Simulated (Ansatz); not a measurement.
Relaxed structure of H2O on the (100) surface of W, one molecule per 39.9 Å² (the molecule's atoms stand last):

```
W O H
1.0
     6.31875    0.00000    0.00000
     0.00000    6.31875    0.00000
     0.00000    0.00000   24.31875
W O H
20 1 2
Direct
  0.25000 0.75000 0.32896
  0.25000 0.25000 0.32896
  0.75000 0.75000 0.32896
  0.75000 0.25000 0.32896
  0.50000 0.50000 0.39392
  0.50000 0.00000 0.39392
  0.00000 0.50000 0.39392
  0.00000 0.00000 0.39392
  0.75252 0.24838 0.45911
  0.74775 0.75193 0.45903
  0.24816 0.25108 0.45890
  0.25202 0.74910 0.45901
  0.00333 0.99454 0.52416
  0.99605 0.50480 0.52437
  0.49682 0.00521 0.52513
  0.50328 0.49550 0.52475
  0.28153 0.72352 0.58672
  0.21271 0.27385 0.58620
  0.71744 0.77409 0.58616
  0.78296 0.23100 0.58819
  0.64147 0.26148 0.67219
  0.54930 0.13624 0.67609
  0.54410 0.38473 0.66755
```

All numbers below come from DFT PBE+D3(BJ), scalar-relativistic, plane waves, PAW in Ansatz 0.2.0. Plane waves to 420 eV, a k mesh through Γ of 3×3×1 on the computed 23-atom cell and Gaussian smearing (0.10 eV); no spin polarisation. A dipole correction removes the field between periodic images along c.

The slab and the molecular layer are also computed alone at these places.

Task: How does the adsorption energy per molecule split into interaction and deformation?

Result: E_ads = -1.444 eV: interaction of the rigid parts -1.103 eV, deformation of the slab -0.359 eV, deformation of the molecule with its lateral interactions +0.018 eV.

Task: How much charge moves across the plane at z = 15.27 Å, midway between slab and molecule?

Result: About 0.02 electrons a cell move up to the molecule; half the integral of |Δρ| is 0.49 e.

Task: How does the density difference (whole less rigid parts, positive where electrons gather), summed over the plane, run along c?

Result: (z (Å), Δρ (e/Å)): (6.08, 0.001), (6.21, 0.002), (6.48, 0.002), (6.62, 0.002), (6.89, 0.001), (7.03, 0.000), (7.16, -0.002), (7.43, -0.006), (7.57, -0.006), (7.70, -0.004), (7.97, 0.002), (8.11, 0.001), (8.38, -0.003), (8.51, -0.002), (8.65, -0.001), (8.92, 0.002), (9.05, 0.004), (9.19, 0.004), (9.46, 0.001), (9.59, -0.001), (9.86, -0.002), (10.00, -0.002), (10.13, -0.002), (10.40, 0.001), (10.54, 0.003), (10.67, 0.003), (10.94, -0.003), (11.08, -0.004), (11.35, -0.007), (11.48, -0.012), (11.62, -0.015), (11.89, -0.005), (12.02, 0.004), (12.16, 0.014), (12.43, 0.034), (12.56, 0.038), (12.83, 0.022), (12.97, 0.005), (13.11, -0.013), (13.38, -0.036), (13.51, -0.032), (13.65, -0.014), (13.92, 0.026), (14.05, 0.020), (14.32, 0.004), (14.46, 0.005), (14.59, -0.013), (14.86, -0.075), (15.00, -0.064), (15.13, -0.017), (15.40, 0.091), (15.54, 0.120), (15.81, 0.086), (15.94, 0.024), (16.08, -0.015), (16.35, 0.086), (16.48, 0.056), (16.62, -0.024), (16.89, -0.081), (17.02, -0.076), (17.29, -0.051), (17.43, -0.038), (17.56, -0.027), (17.83, -0.013), (17.97, -0.008), (18.10, -0.005), (18.37, -0.002), (18.51, -0.001), (18.78, 0.000), (18.91, 0.000)

An atom lies near a switch of its D3 coefficient C6 between reference coordination numbers, so the dispersion energy changes steeply there and can make or shift the minimum.